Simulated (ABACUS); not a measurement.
# Ru (P6_3/mmc) in ABACUS: reference runs

Aim: a first look at Ru with PBE, on the cell as given and on a disturbed one.

Program: ABACUS 3.10.1. These are calculated values, not measurements. Logs are shortened: lines on timing, memory, paths and dates and some standing lists are left out, and cuts for length are marked.

## 1. The structure

Symmetry: P6_3/mmc, No. 194, hexagonal system. Conventional cell: a = 2.706 Å, b = 2.706 Å, c = 4.282 Å, α = 90.00°, β = 90.00°, γ = 120.00°. Ru (site symmetry -6m2) has 12 Ru at 2.65 to 2.71 Å as nearest neighbours.

## 2. Single point, PBE

File INPUT:

```
INPUT_PARAMETERS
suffix              Ru
calculation         scf
basis_type          pw
pseudo_dir          ./
symmetry            1
dft_functional      pbe
ecutwfc             84
pseudo_rcut         10
nspin               1
nbands              20
ks_solver           dav
smearing_method     fd
smearing_sigma      0.00367493
scf_thr             1e-08
scf_nmax            100
mixing_type         broyden
mixing_beta         0.7
cal_force           1
cal_stress          1
kpar                4
```

File STRU:

```
ATOMIC_SPECIES
Ru 101.0700 Ru.upf

LATTICE_CONSTANT
1.8897261246

LATTICE_VECTORS
2.7058000000 0.0000000000 0.0000000000
-1.3529000000 2.3432915376 0.0000000000
0.0000000000 0.0000000000 4.2819000000

ATOMIC_POSITIONS
Direct

Ru
0.0
2
0.6666666667 0.3333333333 0.7500000000 1 1 1
0.3333333333 0.6666666667 0.2500000000 1 1 1
```

File KPT:

```
K_POINTS
0
Gamma
11 11 6 0 0 0
```

Potentials or basis: PseudoDojo NC SR 0.4.1 PBE standard, plane waves.

The run is started by

```bash
OMP_NUM_THREADS=1 mpirun -np 4 abacus > log
```

running log:

```text
ABACUS v3.10.1

               Atomic-orbital Based Ab-initio Computation at UStc

 ------------------------------------------------------------------------------------

 READING GENERAL INFORMATION
                           global_out_dir = OUT.Ru/
                           global_in_card = INPUT
                               pseudo_dir = ./
                              orbital_dir =
                                    DSIZE = 4
                                    GSIZE = 1

 READING UNITCELL INFORMATION
                                    ntype = 1
                  lattice constant (Bohr) = 1.88973
              lattice constant (Angstrom) = 1

 READING ATOM TYPE 1
                               atom label = Ru
                      L=0, number of zeta = 1
                      L=1, number of zeta = 1
                      L=2, number of zeta = 1
             number of atom for this type = 2

                        TOTAL ATOM NUMBER = 2
DIRECT COORDINATES
    atom                   x                   y                   z     mag                  vx                  vy                  vz
taud_Ru1            0.6666666667        0.3333333333        0.7500000000  0.0000        0.0000000000        0.0000000000        0.0000000000
taud_Ru2            0.3333333333        0.6666666667        0.2500000000  0.0000        0.0000000000        0.0000000000        0.0000000000

                          Volume (Bohr^3) = 183.213
                             Volume (A^3) = 27.1493

 Lattice vectors: (Cartesian coordinate: in unit of a_0)
              +2.7058                  +0                  +0
              -1.3529            +2.34329                  +0
                   +0                  +0             +4.2819
 Reciprocal vectors: (Cartesian coordinate: in unit of 2 pi/a_0)
            +0.369576           +0.213375                  -0
                   -0            +0.42675                  -0
                   +0                  -0           +0.233541
 The esolver type has been set to : ksdft_pw

                PAO radial cut off (Bohr) = 10

 Read in pseudopotential file is Ru.upf
                     pseudopotential type = NC
          exchange-correlation functional = PBE
                 nonlocal core correction = 1
                        valence electrons = 16
                                     lmax = 2
                           number of zeta = 4
                     number of projectors = 6
                           L of projector = 0
                           L of projector = 0
                           L of projector = 1
                           L of projector = 1
                           L of projector = 2
                           L of projector = 2
     initial pseudo atomic orbital number = 20

 SETUP THE ELECTRONS NUMBER
            electron number of element Ru = 16
      total electron number of element Ru = 32
[... 157 lines left out ...]
        1            199           3417

 SETUP NONLOCAL PSEUDOPOTENTIALS IN PLANE WAVE BASIS
 Ru non-local projectors:
 projector 1 L=0
 projector 2 L=0
 projector 3 L=1
 projector 4 L=1
 projector 5 L=2
 projector 6 L=2
      TOTAL NUMBER OF NONLOCAL PROJECTORS = 36

 Init Non-Local PseudoPotential table :
 Init Non-Local-Pseudopotential done.

                                     npwx = 2393

 Make real space PAO into reciprocal space.
       max mesh points in Pseudopotential = 1001
     dq(describe PAO in reciprocal space) = 0.01
                                    max q = 1104

 number of pseudo atomic orbitals for Ru is 4
WARNING: norm of atomic wavefunction # 3 of atomic type Ru is 0.999995, renormalized
WARNING: norm of atomic wavefunction # 4 of atomic type Ru is 0.999648, renormalized

 -------------------------------------------
 SELF-CONSISTENT
 -------------------------------------------
                                 init_chg = atomic

 PW ALGORITHM --------------- ION=   1  ELEC=   1--------------------------------
 Notice: Threshold on eigenvalues was too large.
 hsover_error=0.32 > DRHO=0.265232
 Origin diag ethr = 0.01
 New diag ethr = 0.000828851

 Density error is 0.268248823655
                          Error Threshold = 0.000828851456838
----------------------------------------------------------
     Energy           Rydberg                 eV
----------------------------------------------------------
 E_KohnSham     -404.2431803644      -5500.0106305975
 E_Harris       -410.5894788170      -5586.3564507616
 E_Fermi        1.8252410671         24.8336787368
----------------------------------------------------------
[... 63 lines left out ...]
 Density error is 1.56237605336e-10
                          Error Threshold = 1.61759821081e-10
----------------------------------------------------------
     Energy           Rydberg                 eV
----------------------------------------------------------
 E_KohnSham     -404.3237117146      -5501.1063158280
 E_KS(sigma->0) -404.3230936175      -5501.0979061860
 E_Harris       -404.3238023150      -5501.1075485089
 E_band         -7.3884085786        -100.5244558209
 E_one_elec     -64.7974198170       -881.6141252096
 E_Hartree      56.7580673040        772.2331228025
 E_xc           -68.2987101184       -929.2516236609
 E_Ewald        -327.9844128891      -4462.4568704762
 E_entropy(-TS) -0.0012361941        -0.0168192839
 E_descf        0.0000000000         0.0000000000
 E_exx          0.0000000000         0.0000000000
 E_Fermi        1.7374939922         23.6398185344
----------------------------------------------------------

 charge density convergence is achieved
 final etot is -5501.1063158 eV
 EFERMI = 23.639818534 eV

 STATE ENERGY(eV) AND OCCUPATIONS    NSPIN == 1
 1/16 kpoint (Cartesian) = 0.0000 0.0000 0.0000 (2369 pws)
       1       -49.4460     0.00275482
       2       -49.2415     0.00275482
       3       -19.9356     0.00275482
       4       -19.0006     0.00275482
       5       -19.0006     0.00275482
       6       -18.8302     0.00275482
[... 122 lines left out ...]
      19        27.0978    1.52244e-32
      20        30.5997    5.82214e-63

[... levels at 10 further k points ...]

------------------------------------------------------------------------------------------
 TOTAL-FORCE (eV/Angstrom)
------------------------------------------------------------------------------------------
                       Ru1         0.0000000000         0.0000000000         0.0000000000
                       Ru2         0.0000000000         0.0000000000         0.0000000000
------------------------------------------------------------------------------------------

----------------------------------------------------------------
 TOTAL-STRESS (KBAR)
----------------------------------------------------------------
        51.4499938014         0.0000000000         0.0000000000
         0.0000000000        51.4499937997         0.0000000000
         0.0000000000         0.0000000000        51.2869757173
----------------------------------------------------------------
 TOTAL-PRESSURE: 51.395654 KBAR

 --------------------------------------------
 !FINAL_ETOT_IS -5501.1063158279794152 eV
 --------------------------------------------
```

stdout:

```text
ABACUS v3.10.1

               Atomic-orbital Based Ab-initio Computation at UStc

%%%%%%%%%%%%%%%%%%%%%%%%%%%%%%%%%%%%%%%%%%%%%%%%%%%%%%%%%%%%%%%%%%%%%%%%%%%%%%%%%%%%%%%%%%%%%%%%%%%%%%%%%
 Warning: the number of valence electrons in pseudopotential > 8 for Ru: [Kr] 4d7 5s1
[... 32 lines left out ...]
 TOTAL-STRESS (KBAR)
----------------------------------------------------------------
        51.4499938014         0.0000000000         0.0000000000
         0.0000000000        51.4499937997         0.0000000000
         0.0000000000         0.0000000000        51.2869757173
----------------------------------------------------------------
 TOTAL-PRESSURE: 51.395654 KBAR
```

It took 11 s on 4 MPI ranks of Intel Xeon at 2.60GHz (Ice Lake), shared host; peak memory 0.32 GiB.

Results:

```
Free energy            : -5501.1063 eV
Pressure               : 5.1 GPa
Band gap on the k mesh : none (metal or under the smearing width)
```

## 3. Single point, PBE (atoms moved at random, drawn with an rms of 0.05 Å)

INPUT is that of step 2.

STRU: that of step 2 with these lines changed.

```diff
@@ -17,3 +17,3 @@
 2
-0.6666666667 0.3333333333 0.7500000000 1 1 1
-0.3333333333 0.6666666667 0.2500000000 1 1 1
+0.6723620000 0.3438460000 0.7451840000 1 1 1
+0.3215740000 0.6804310000 0.2436670000 1 1 1
```

KPT is that of step 2.

Potentials or basis: PseudoDojo NC SR 0.4.1 PBE standard, plane waves.

The run is started by

```bash
OMP_NUM_THREADS=1 mpirun -np 4 abacus > log
```

running log:

```text
ABACUS v3.10.1

               Atomic-orbital Based Ab-initio Computation at UStc

 ------------------------------------------------------------------------------------

 READING GENERAL INFORMATION
                           global_out_dir = OUT.Ru/
                           global_in_card = INPUT
                               pseudo_dir = ./
                              orbital_dir =
                                    DSIZE = 4
                                    GSIZE = 1

 READING UNITCELL INFORMATION
                                    ntype = 1
                  lattice constant (Bohr) = 1.88973
              lattice constant (Angstrom) = 1

 READING ATOM TYPE 1
                               atom label = Ru
                      L=0, number of zeta = 1
                      L=1, number of zeta = 1
                      L=2, number of zeta = 1
             number of atom for this type = 2

                        TOTAL ATOM NUMBER = 2
DIRECT COORDINATES
    atom                   x                   y                   z     mag                  vx                  vy                  vz
taud_Ru1            0.6723620000        0.3438460000        0.7451840000  0.0000        0.0000000000        0.0000000000        0.0000000000
taud_Ru2            0.3215740000        0.6804310000        0.2436670000  0.0000        0.0000000000        0.0000000000        0.0000000000

                          Volume (Bohr^3) = 183.213
                             Volume (A^3) = 27.1493

 Lattice vectors: (Cartesian coordinate: in unit of a_0)
              +2.7058                  +0                  +0
              -1.3529            +2.34329                  +0
                   +0                  +0             +4.2819
 Reciprocal vectors: (Cartesian coordinate: in unit of 2 pi/a_0)
            +0.369576           +0.213375                  -0
                   -0            +0.42675                  -0
                   +0                  -0           +0.233541
 The esolver type has been set to : ksdft_pw

                PAO radial cut off (Bohr) = 10

 Read in pseudopotential file is Ru.upf
[... 192 lines left out ...]

 -------------------------------------------
 SELF-CONSISTENT
 -------------------------------------------
                                 init_chg = atomic

 PW ALGORITHM --------------- ION=   1  ELEC=   1--------------------------------
 Notice: Threshold on eigenvalues was too large.
 hsover_error=0.32 > DRHO=0.264627
 Origin diag ethr = 0.01
 New diag ethr = 0.000826958

 Density error is 0.267594460691
                          Error Threshold = 0.000826958374257
----------------------------------------------------------
     Energy           Rydberg                 eV
----------------------------------------------------------
 E_KohnSham     -404.2428513918      -5500.0061546956
 E_Harris       -410.5811598954      -5586.2432660270
 E_Fermi        1.8259167731         24.8428721875
----------------------------------------------------------
[... 63 lines left out ...]
 Density error is 3.55284364641e-09
                          Error Threshold = 2.47855531251e-10
----------------------------------------------------------
     Energy           Rydberg                 eV
----------------------------------------------------------
 E_KohnSham     -404.3230249150      -5501.0969714397
 E_KS(sigma->0) -404.3223970178      -5501.0884284597
 E_Harris       -404.3233629105      -5501.1015701041
 E_band         -7.3872787039        -100.5090830870
 E_one_elec     -64.8189259783       -881.9067315453
 E_Hartree      56.7696884025        772.3912359590
 E_xc           -68.2993389247       -929.2601790095
 E_Ewald        -327.9731926200      -4462.3042108841
 E_entropy(-TS) -0.0012557944        -0.0170859599
 E_descf        0.0000000000         0.0000000000
 E_exx          0.0000000000         0.0000000000
 E_Fermi        1.7380380162         23.6472203603
----------------------------------------------------------

 charge density convergence is achieved
 final etot is -5501.0969714 eV
 EFERMI = 23.64722036 eV

 STATE ENERGY(eV) AND OCCUPATIONS    NSPIN == 1
 1/91 kpoint (Cartesian) = 0.0000 0.0000 0.0000 (2369 pws)
       1       -49.4456     0.00275482
       2       -49.2404     0.00275482
       3       -19.9378     0.00275482
       4       -19.0173     0.00275482
       5       -18.9812     0.00275482
       6       -18.8343     0.00275482
[... 122 lines left out ...]
      19        27.1739    1.28480e-33
      20        30.5318    8.76125e-63

[... levels at 85 further k points ...]

------------------------------------------------------------------------------------------
 TOTAL-FORCE (eV/Angstrom)
------------------------------------------------------------------------------------------
                       Ru1        -0.3385726405         0.0496150788        -0.0789258282
                       Ru2         0.3385726405        -0.0496150788         0.0789258282
------------------------------------------------------------------------------------------

----------------------------------------------------------------
 TOTAL-STRESS (KBAR)
----------------------------------------------------------------
        49.6680486898        10.3782374433         0.5091698006
        10.3782374433        53.5587785447        -0.0747267858
         0.5091698006        -0.0747267858        55.0379896002
----------------------------------------------------------------
 TOTAL-PRESSURE: 52.754939 KBAR

 --------------------------------------------
 !FINAL_ETOT_IS -5501.0969714396769632 eV
 --------------------------------------------
```

stdout:

```text
ABACUS v3.10.1

               Atomic-orbital Based Ab-initio Computation at UStc

%%%%%%%%%%%%%%%%%%%%%%%%%%%%%%%%%%%%%%%%%%%%%%%%%%%%%%%%%%%%%%%%%%%%%%%%%%%%%%%%%%%%%%%%%%%%%%%%%%%%%%%%%
 Warning: the number of valence electrons in pseudopotential > 8 for Ru: [Kr] 4d7 5s1
[... 32 lines left out ...]
 TOTAL-STRESS (KBAR)
----------------------------------------------------------------
        49.6680486898        10.3782374433         0.5091698006
        10.3782374433        53.5587785447        -0.0747267858
         0.5091698006        -0.0747267858        55.0379896002
----------------------------------------------------------------
 TOTAL-PRESSURE: 52.754939 KBAR
```

Run time: 59 s. Hardware: 4 MPI ranks of Intel Xeon at 2.60GHz (Ice Lake), shared host; peak memory 0.56 GiB.

Results:

- Free energy: -5501.0970 eV
- Pressure: 5.3 GPa
- Largest force: 0.351 eV/Å
- Band gap on the k mesh: none (metal or under the smearing width)

Forces on the atoms (eV/Å):
```
Ru  -0.339  0.050 -0.079
Ru   0.339 -0.050  0.079
```
